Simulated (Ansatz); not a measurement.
# Ga (C2/c) in Ansatz: a series of runs

The runs below take Ga through band structure, with PBEsol.

Program: Ansatz 0.2.0. These are calculated values, not measurements. Logs are shortened: lines on timing, memory, paths and dates and some standing lists are left out, and cuts for length are marked.

### 1 The structure

The structure is monoclinic, space group C2/c (No. 15). The conventional cell has a = 2.766 Å, b = 8.053 Å, c = 3.332 Å, α = 90.00°, β = 92.02°, γ = 90.00°. Ga (site symmetry 2) has 8 Ga at 2.69 to 2.92 Å as nearest neighbours.

This isn't the form of Ga at room conditions, which is orthorhombic.

### 2 Band structure, PBEsol

Contents of input.yaml:

```yaml
crystal:
  lattice:
    - [1.383, -4.0265, 0.0]
    - [1.383, 4.0265, 0.0]
    - [-0.1174474948, 0.0, 3.3299294416]
  atoms:
    - { symbol: Ga, position: [0.131, 0.869, 0.75] }
    - { symbol: Ga, position: [0.869, 0.131, 0.25] }
kpoints:
  mp_grid: { grid: [7, 7, 6] }
  band_path:
    path:
      - [0.0, 0.0, 0.0]
      - [-0.2794936799, -0.2794936799, 0.0025046701]
      - [-0.2865069778, -0.2865069778, 0.4818696886]
      - [-0.2724803819, -0.2724803819, 0.5231396517]
      - [0.0, 0.0, 0.5]
      - [-0.5, 0.5, 0.5]
      - [-0.7134930222, 0.2865069778, 0.5181303114]
    npoints: 6
scf:
  occupations: { method: fermi_dirac, width: 0.05 }
hamiltonian:
  xc: pbesol
  pseudopotentials: { kind: all_electron, lapw: { basis_error: 0.001 } }
output:
  forces: true
  stress: true
  eigenvalues: true
```

Potentials or basis: all-electron LAPW, scalar-relativistic.

Started as:

```
$ ansatz run input.yaml --threads 1 --pin off --max-ram 3072MiB --backend cpu --events-out ev --progress --plain --runs-dir out
```

Log:

```text
Warning: RAYON_NUM_THREADS=1 ignored (pool sized by the plan → 1); use --threads N
LAPW: plane waves up to 8.195 Å⁻¹, error target 1.0e-3 eV per atom; small_component_spin mean_spin; Ga in spheres of 1.344 Å, 21 of its electrons in bands, Dirac shells [] (how accurate: hamiltonian.pseudopotentials.lapw.basis_error, Limitations)
Engine: ansatz 0.2.0, aarch64-unknown-linux-gnu
Pseudopotentials: kind: all_electron
Pseudopotential: Ga, LAPW, valence charge 21, lapw/all_electron/scalar/gaussian/Ga, Koelling and Harmon's equation, gaussian nucleus
Functional definition: PBEsol
  exchange = pbesol_x
  correlation = pbesol_c
Crystal: 2 atoms, lattice volume = 37.086 Å³
Basis set: ecut = 255.86863673685727 eV, 357 PW (Γ), FFT grids on a1+a2, a2, a3, exchange–correlation at level 2
Bands: 26, of which v1, the nominal top of the filled ones, is band 21 counted from 1 (20 counted from 0)
Symmetry: 4 space group operations
Space group: C2/c (ITA 15), of the structure as read, at distance tolerance 3.3e-5 Å
k-points: 88 of 294
Non-local potential: Ga, projectors of the file, none
Initial density: superposition of atomic densities (chi_scale 0.1, normalization cell)
Initial wavefunctions: plane waves of lowest kinetic energy (no species holds an atomic orbital)
Functional: x = pbesol(κ = 0.804, μ = 0.12345679012345678), c = pbesol(β = 0.046)
iter 1 solved again at ethr=8.45e-5 eV; its pass at ethr=1.00e-1 eV (dr2=3.55e-2 eV) is discarded
SCF iter   1: F=—  HF=-105720.104265 eV  |F-HF|=—  |Δ(HF+E_count)|=         —  Δρ=1.25e-2  dr2=3.56e-2  ethr=8.45e-5  ⟨swp⟩=3.0  Hψ=15439  notcnv=0
preconditioner: auto → Kerker (q_TF=auto, 2.785 Å⁻¹)  [metal: Δε(μ)=0.063 eV  Ē_g=17.586 eV  σ=0.050 eV  W_gap=0.29  n_scr=12 (ndim 8)  ℏωp=31.1 eV  f_vac=0.000  D(μ)=1.04/eV (n_scr^D=4)]
SCF iter   2: F=—  HF=-105720.038426 eV  |F-HF|=—  |Δ(HF+E_count)|=   6.58e-2  Δρ=7.24e-3  dr2=1.38e-2  ethr=8.45e-5  ⟨swp⟩=2.0  Hψ=6864  notcnv=0
SCF iter   3: F=—  HF=-105720.025550 eV  |F-HF|=—  |Δ(HF+E_count)|=   1.29e-2  Δρ=5.39e-3  dr2=7.92e-3  ethr=3.29e-5  ⟨swp⟩=2.0  Hψ=6439  notcnv=0
SCF iter   4: F=—  HF=-105720.023904 eV  |F-HF|=—  |Δ(HF+E_count)|=         —  Δρ=3.02e-3  dr2=2.65e-3  ethr=1.89e-5  ⟨swp⟩=2.0  Hψ=6439  notcnv=0
the basis was enlarged: its passes take 58.7 KiB over the memory plan, 1 of 1 planned eigensolver slots
iter 5 solved again at ethr=3.96e-7 eV; its pass at ethr=6.32e-6 eV (dr2=1.66e-4 eV) is discarded
SCF iter   5: F=—  HF=-105720.023610 eV  |F-HF|=—  |Δ(HF+E_count)|=   2.94e-4  Δρ=7.24e-4  dr2=1.66e-4  ethr=3.96e-7  ⟨swp⟩=2.0  Hψ=11118  notcnv=0
SCF iter   6: F=—  HF=-105720.023588 eV  |F-HF|=—  |Δ(HF+E_count)|=   2.20e-5  Δρ=1.05e-4  dr2=4.10e-6  ethr=3.96e-7  ⟨swp⟩=2.0  Hψ=6439  notcnv=0
SCF iter   7: F=—  HF=-105720.023588 eV  |F-HF|=—  |Δ(HF+E_count)|=   2.99e-7  Δρ=2.71e-5  dr2=2.45e-7  ethr=9.77e-9  ⟨swp⟩=2.0  Hψ=6439  notcnv=0
SCF iter   8: F=-105720.023588 eV  HF=-105720.023588 eV  |F-HF|=3.00e-9  |Δ(HF+E_count)|=   4.25e-8  Δρ=5.22e-6  dr2=1.38e-8  ethr=5.84e-10  ⟨swp⟩=2.0  Hψ=6439  notcnv=0
SCF 1 converged in 8 iterations: F = -105720.023588 eV  dr2 = 1.38e-8
NSCF: frozen V_eff on 37 k-points
SCF converged after 8 iterations
Free energy (F): -105720.023588 eV
Harris-Foulkes:  -105720.023588 eV  (|F-HF|=3.00e-9)
Internal energy: -105720.015510 eV  (E = F + TS)
E sigma→0 (E₀):  -105720.019549 eV
Entropy (-TS):   -0.008078 eV (-4.039 meV/atom)
Fermi energy:    11.855730 eV
--- Per-component energies (eV) ---
  E_band       = -1531.903575
  E_kinetic    = 107786.976065
  E_xc         = -4037.652153
  E_electrostatic = -209469.339422  (all electrons and nuclei)
  E_smearing   = -0.008078  (= −TS)
  E_closure    = 0.000000  (closes the sum)
  E_atoms      = -105713.412254  (free atoms, spherical and without spin; not in F)
  Σ components = -105720.023588   (vs F -105720.023588, Δ=0.00e0)
  Basis errors (estimates in eV, not in F): energy 3.1e-4 per atom: plane waves 2.9e-4 (1.6e-4 summed), levels above the bands 5.7e-67, relativity 2.8e-9, radial functions 1.5e-5, core shells 1.4e-10; eigenvalues (radial functions only) 3.4e-6; not estimated: angular momenta, meshes, grids; target (lapw.basis_error) 1.0e-3; muffin-tin radii Ga 1.344 Å
--- Forces (eV/Å), atoms counted from 1 ---
  atom   1  Ga     0.00000000    -0.14074129     0.00000000
  atom   2  Ga    -0.00000000     0.14074129    -0.00000000
  max |Σ_I F_I| component: 0.00e0 eV/Å
--- Stress (GPa, compression-positive) ---
       -2.088852       0.000000      -0.502178
        0.000000      -0.255152      -0.000000
       -0.502178      -0.000000      -2.085322
  P = ⅓ Tr σ = -1.4764 GPa (-14.764 kbar)
--- Band table (eV; the first three rows and the last of 88) ---
  k-point 0: bands = ["-131.5449", "-131.5441", "-82.4601", "-82.4554", "-82.4410", "-82.4406", "-82.4387", "-82.4312", "-3.2592", "-3.2516", "-3.2167", "-3.1925", "-2.9151", "-2.9151", "-2.8861", "-2.8825", "-2.8666", "-2.7296", "0.6010", "9.7416", "10.2070", "13.4594", "17.2482", "21.5088", "22.0125", "22.2395"]
  k-point 1: bands = ["-131.5448", "-131.5441", "-82.4599", "-82.4558", "-82.4410", "-82.4406", "-82.4382", "-82.4317", "-3.2743", "-3.2164", "-3.2091", "-3.1527", "-2.9576", "-2.9551", "-2.8755", "-2.8478", "-2.8469", "-2.7729", "0.9834", "9.3697", "10.1875", "12.0808", "19.6886", "19.7198", "20.4888", "21.8327"]
  k-point 2: bands = ["-131.5447", "-131.5443", "-82.4592", "-82.4569", "-82.4409", "-82.4407", "-82.4368", "-82.4330", "-3.2723", "-3.2246", "-3.1216", "-3.0652", "-3.0000", "-2.9962", "-2.9226", "-2.8660", "-2.8141", "-2.8133", "2.1368", "6.6309", "11.4876", "12.5693", "16.3470", "16.6748", "22.6755", "23.1989"]
  k-point 87: bands = ["-131.5445", "-131.5445", "-82.4586", "-82.4586", "-82.4408", "-82.4408", "-82.4344", "-82.4344", "-3.2163", "-3.2163", "-3.1255", "-3.1255", "-2.9426", "-2.9426", "-2.9007", "-2.9007", "-2.8735", "-2.8735", "5.6115", "5.6115", "7.7455", "7.7455", "22.6555", "22.6555", "22.9087", "22.9087"]
```

Run time: 18 s. Hardware: 1 thread of Arm Neoverse V2, shared host; peak memory 0.36 GiB.

Results:

```
Free energy             : -105720.0236 eV
Pressure                : -1.5 GPa
Largest force           : 0.141 eV/Å
Band gap along the path : none (metal or under the smearing width)
```

Forces on the atoms (eV/Å):
```
Ga   0.000 -0.141  0.000
Ga   0.000  0.141  0.000
```

Stress tensor (GPa, compression positive):
```
-2.09  0.00 -0.50
 0.00 -0.26  0.00
-0.50  0.00 -2.09
```

Levels at the corners of the path, in eV from the Fermi level:
```
point  band 20  band 21  band 22  band 23  band 24  band 25
    Γ    -2.11    -1.65     1.60     5.39     9.65    10.16
    Y    -5.13    -3.85     4.12     4.57     6.33     7.73
    F    -2.59    -1.96    -1.50    -0.05     0.50     7.92
    H    -2.42    -2.03    -1.56     0.35     0.58     7.61
    Z    -7.81     1.67     1.67     2.41     2.41    11.62
    I    -6.03    -4.42    -4.42    10.82    10.82    11.77
   F1    -2.59    -1.96    -1.50    -0.05     0.50     7.92
```

Caveat: the k mesh is thin for a metal, which can move the energy by tens of meV per atom.

### 3 Band structure, PBEsol, spin-orbit coupling, no magnetisation

input.yaml: that of step 2 with these lines changed.

```diff
@@ -25,2 +25,5 @@
   pseudopotentials: { kind: all_electron, lapw: { basis_error: 0.001 } }
+magnetization:
+  noncollinear: true
+  spin_orbit: true
 output:
```

Potentials or basis: all-electron LAPW, relativistic spinors.

Started as:

```
$ ansatz run input.yaml --threads 1 --pin off --max-ram 3072MiB --backend cpu --events-out ev --progress --plain --runs-dir out
```

Log:

```text
Warning: RAYON_NUM_THREADS=1 ignored (pool sized by the plan → 1); use --threads N
LAPW: plane waves up to 8.195 Å⁻¹, error target 1.0e-3 eV per atom; Dirac's equation on spinors; Ga in spheres of 1.344 Å, 21 of its electrons in bands (how accurate: hamiltonian.pseudopotentials.lapw.basis_error, Limitations)
[... 2 set-up lines as earlier in the session ...]
Pseudopotential: Ga, LAPW, valence charge 21, lapw/all_electron/dirac/gaussian/Ga, Dirac's equation, gaussian nucleus
[... 3 set-up lines as earlier in the session ...]
non-collinear run that drives no moment, with spin-orbit: no starting moment large enough to seed its density (crystal.atoms[].spin), no starting occupations that ask for one, no magnetisation constraint and no magnetic field, so the semilocal B_xc is pinned to zero
Crystal: 2 atoms, lattice volume = 37.086 Å³
Basis set: ecut = 255.87247976588782 eV, 357 PW (Γ), FFT grids on a1+a2, a2, a3, exchange–correlation at level 2
Bands: 52, of which v1, the nominal top of the filled ones, is band 42 counted from 1 (41 counted from 0)
Symmetry: 4 space group operations + 4 with time reversal
Magnetic group: BNS 15.86 (UNI 93), of the structure as read, at distance tolerance 3.3e-5 Å
k-points: 88 of 294
[... 4 set-up lines as earlier in the session ...]
iter 1 solved again at ethr=8.45e-5 eV; its pass at ethr=1.00e-1 eV (dr2=3.55e-2 eV) is discarded
SCF iter   1: F=—  HF=-105724.521194 eV  |F-HF|=—  |Δ(HF+E_count)|=         —  Δρ=1.25e-2  dr2=3.56e-2  dr2_m=0.00e0 (ungated)  ethr=8.45e-5  |M|=0.00e0 ∫|m|=0.00e0 μB  β_m=0.30  ⟨swp⟩=3.0  Hψ=30678  notcnv=0
preconditioner: auto → Kerker (q_TF=auto, 2.785 Å⁻¹)  [metal: Δε(μ)=0.063 eV  Ē_g=17.584 eV  σ=0.050 eV  W_gap=0.29  n_scr=12 (ndim 8)  ℏωp=31.1 eV  f_vac=0.000  D(μ)=1.04/eV (n_scr^D=4)]
spin=Noncollinear: Kerker preconditioning applied to the charge; magnetization (m_x, m_y, m_z) channels mix plain (no charge-response kernel on spin).
SCF iter   2: F=—  HF=-105724.456463 eV  |F-HF|=—  |Δ(HF+E_count)|=   6.47e-2  Δρ=9.26e-3  dr2=2.09e-2  dr2_m=0.00e0 (ungated)  ethr=8.45e-5  |M|=0.00e0 ∫|m|=0.00e0 μB  β_m=0.39  ⟨swp⟩=2.0  Hψ=13167  notcnv=0
SCF iter   3: F=—  HF=-105724.442909 eV  |F-HF|=—  |Δ(HF+E_count)|=   1.36e-2  Δρ=5.90e-3  dr2=9.34e-3  dr2_m=0.00e0 (ungated)  ethr=4.98e-5  |M|=0.00e0 ∫|m|=0.00e0 μB  β_m=0.52  ⟨swp⟩=2.0  Hψ=12820  notcnv=0
SCF iter   4: F=—  HF=-105724.440368 eV  |F-HF|=—  |Δ(HF+E_count)|=         —  Δρ=2.23e-3  dr2=1.62e-3  dr2_m=0.00e0 (ungated)  ethr=2.22e-5  |M|=0.00e0 ∫|m|=0.00e0 μB  β_m=0.76  ⟨swp⟩=2.0  Hψ=12926  notcnv=0
the basis was enlarged: its passes take 579.8 KiB over the memory plan, 1 of 1 planned eigensolver slots
iter 5 solved again at ethr=4.49e-8 eV; its pass at ethr=3.86e-6 eV (dr2=1.89e-5 eV) is discarded
SCF iter   5: F=—  HF=-105724.440575 eV  |F-HF|=—  |Δ(HF+E_count)|=   2.06e-4  Δρ=2.51e-4  dr2=1.88e-5  dr2_m=0.00e0 (ungated)  ethr=4.49e-8  |M|=0.00e0 ∫|m|=0.00e0 μB  β_m=0.80  ⟨swp⟩=2.0  Hψ=22060  notcnv=0
SCF iter   6: F=—  HF=-105724.440563 eV  |F-HF|=—  |Δ(HF+E_count)|=   1.22e-5  Δρ=9.64e-5  dr2=2.90e-6  dr2_m=0.00e0 (ungated)  ethr=4.47e-8  |M|=0.00e0 ∫|m|=0.00e0 μB  β_m=0.80  ⟨swp⟩=2.0  Hψ=12790  notcnv=0
SCF iter   7: F=—  HF=-105724.440562 eV  |F-HF|=—  |Δ(HF+E_count)|=   3.86e-7  Δρ=3.76e-5  dr2=4.07e-7  dr2_m=0.00e0 (ungated)  ethr=6.89e-9  |M|=0.00e0 ∫|m|=0.00e0 μB  β_m=0.90  ⟨swp⟩=2.0  Hψ=12790  notcnv=0
SCF iter   8: F=-105724.440562 eV  HF=-105724.440562 eV  |F-HF|=4.22e-9  |Δ(HF+E_count)|=   6.50e-8  Δρ=7.36e-6  dr2=2.54e-8  dr2_m=0.00e0 (ungated)  ethr=9.68e-10  |M|=0.00e0 ∫|m|=0.00e0 μB  ⟨swp⟩=2.0  Hψ=12791  notcnv=0
SCF 1 converged in 8 iterations: F = -105724.440562 eV  dr2 = 2.54e-8
NSCF: frozen V_eff on 37 k-points
SCF converged after 8 iterations
Magnetization: |M| = 0.0000 μB,  M = (+0.0000, +0.0000, +0.0000) μB
Absolute magnetization: 0.0000 μB (∫|m|)
  site 0: m = (+0.0000, +0.0000, +0.0000) μB, |m| = 0.0000 μB  (R = 1.34 Å)
  site 1: m = (+0.0000, +0.0000, +0.0000) μB, |m| = 0.0000 μB  (R = 1.34 Å)
Free energy (F): -105724.440562 eV
Harris-Foulkes:  -105724.440562 eV  (|F-HF|=4.22e-9)
Internal energy: -105724.432474 eV  (E = F + TS)
E sigma→0 (E₀):  -105724.436518 eV
Entropy (-TS):   -0.008088 eV (-4.044 meV/atom)
Fermi energy:    11.853478 eV
--- Per-component energies (eV) ---
  E_band       = -1532.336923
  E_kinetic    = 107809.076145
  E_xc         = -4037.971651
  E_electrostatic = -209495.536969  (all electrons and nuclei)
  E_smearing   = -0.008088  (= −TS)
  E_closure    = 0.000000  (closes the sum)
  E_atoms      = -105717.825295  (free atoms, spherical and without spin; not in F)
  Σ components = -105724.440562   (vs F -105724.440562, Δ=0.00e0)
  Basis errors (estimates in eV, not in F): energy 3.1e-4 per atom: plane waves 2.9e-4 (1.6e-4 summed), levels above the bands 5.4e-67, relativity 3.0e-9, radial functions 1.5e-5, core shells 1.4e-10; eigenvalues (radial functions only) 3.4e-6; not estimated: angular momenta, meshes, grids; target (lapw.basis_error) 1.0e-3; muffin-tin radii Ga 1.344 Å
--- Forces (eV/Å), atoms counted from 1 ---
  atom   1  Ga     0.00000000    -0.14080687     0.00000000
  atom   2  Ga    -0.00000000     0.14080687    -0.00000000
  max |Σ_I F_I| component: 0.00e0 eV/Å
--- Stress (GPa, compression-positive) ---
       -2.112266       0.000000      -0.504368
        0.000000      -0.285032      -0.000000
       -0.504368      -0.000000      -2.103996
  P = ⅓ Tr σ = -1.5004 GPa (-15.004 kbar)
--- Band table (eV; the first three rows and the last of 88) ---
  k-point 0: bands = ["-131.5386", "-131.5386", "-131.5378", "-131.5378", "-84.9046", "-84.9046", "-84.9010", "-84.9010", "-81.2830", "-81.2830", "-81.2787", "-81.2787", "-81.2694", "-81.2694", "-81.2645", "-81.2645", "-3.3822", "-3.3822", "-3.3673", "-3.3673", "-3.3586", "-3.3586", "-3.3202", "-3.3202", "-2.8651", "-2.8651", "-2.8542", "-2.8542", "-2.8435", "-2.8435", "-2.7935", "-2.7935", "-2.7090", "-2.7090", "-2.6142", "-2.6142", "0.6012", "0.6012", "9.7385", "9.7385", "10.2076", "10.2076", "13.4579", "13.4579", "17.2488", "17.2488", "21.5071", "21.5071", "21.9329", "21.9329", "22.2718", "22.2718"]
  k-point 1: bands = ["-131.5386", "-131.5386", "-131.5379", "-131.5379", "-84.9044", "-84.9044", "-84.9012", "-84.9012", "-81.2827", "-81.2827", "-81.2791", "-81.2791", "-81.2691", "-81.2691", "-81.2649", "-81.2649", "-3.3881", "-3.3881", "-3.3593", "-3.3593", "-3.3432", "-3.3432", "-3.3015", "-3.3015", "-2.8870", "-2.8870", "-2.8634", "-2.8634", "-2.8371", "-2.8371", "-2.7738", "-2.7738", "-2.7031", "-2.7031", "-2.6447", "-2.6447", "0.9837", "0.9837", "9.3689", "9.3689", "10.1853", "10.1853", "12.0810", "12.0810", "19.6241", "19.6241", "19.7747", "19.7747", "20.4863", "20.4863", "21.8327", "21.8327"]
  k-point 2: bands = ["-131.5384", "-131.5384", "-131.5380", "-131.5380", "-84.9038", "-84.9038", "-84.9019", "-84.9019", "-81.2820", "-81.2820", "-81.2799", "-81.2799", "-81.2682", "-81.2682", "-81.2658", "-81.2658", "-3.3852", "-3.3852", "-3.3624", "-3.3624", "-3.3064", "-3.3064", "-3.2707", "-3.2707", "-2.9039", "-2.9039", "-2.8696", "-2.8696", "-2.8334", "-2.8334", "-2.7711", "-2.7711", "-2.7009", "-2.7009", "-2.6850", "-2.6850", "2.1370", "2.1370", "6.6307", "6.6307", "11.4846", "11.4846", "12.5699", "12.5699", "16.3357", "16.3357", "16.6815", "16.6815", "22.6709", "22.6709", "23.1957", "23.1957"]
  k-point 87: bands = ["-131.5382", "-131.5382", "-131.5382", "-131.5382", "-84.9029", "-84.9029", "-84.9029", "-84.9029", "-81.2813", "-81.2813", "-81.2813", "-81.2813", "-81.2667", "-81.2667", "-81.2667", "-81.2667", "-3.3578", "-3.3578", "-3.3575", "-3.3575", "-3.2924", "-3.2924", "-3.2917", "-3.2917", "-2.8671", "-2.8671", "-2.8664", "-2.8664", "-2.8257", "-2.8257", "-2.8230", "-2.8230", "-2.7151", "-2.7151", "-2.7135", "-2.7135", "5.6119", "5.6119", "5.6120", "5.6120", "7.7440", "7.7440", "7.7443", "7.7443", "22.5954", "22.5954", "22.6375", "22.6375", "22.9163", "22.9163", "22.9646", "22.9646"]
```

Run time: 2.8 min. Hardware: 1 thread of Arm Neoverse V2, shared host; peak memory 0.63 GiB.

Results:

```
Free energy             : -105724.4406 eV
Pressure                : -1.5 GPa
Largest force           : 0.141 eV/Å
Band gap along the path : none (metal or under the smearing width)
```

Forces on the atoms (eV/Å):
```
Ga   0.000 -0.141  0.000
Ga   0.000  0.141  0.000
```

Stress tensor (GPa, compression positive):
```
-2.11  0.00 -0.50
 0.00 -0.29  0.00
-0.50  0.00 -2.10
```

Levels at the corners of the path, in eV from the Fermi level:
```csv
point,band 41,band 42,band 43,band 44,band 45,band 46,band 47,band 48
Γ,-1.65,-1.65,1.60,1.60,5.40,5.40,9.65,9.65
Y,-3.85,-3.85,4.11,4.11,4.58,4.58,6.34,6.34
F,-1.96,-1.96,-1.50,-1.50,-0.05,-0.05,0.50,0.50
H,-2.03,-2.03,-1.56,-1.56,0.35,0.35,0.58,0.58
Z,1.67,1.67,1.67,1.67,2.42,2.42,2.42,2.42
I,-4.42,-4.42,-4.42,-4.42,10.80,10.80,10.80,10.80
F1,-1.96,-1.96,-1.50,-1.50,-0.05,-0.05,0.50,0.50
```

Caveat: the k mesh is thin for a metal, which can move the energy by tens of meV per atom.
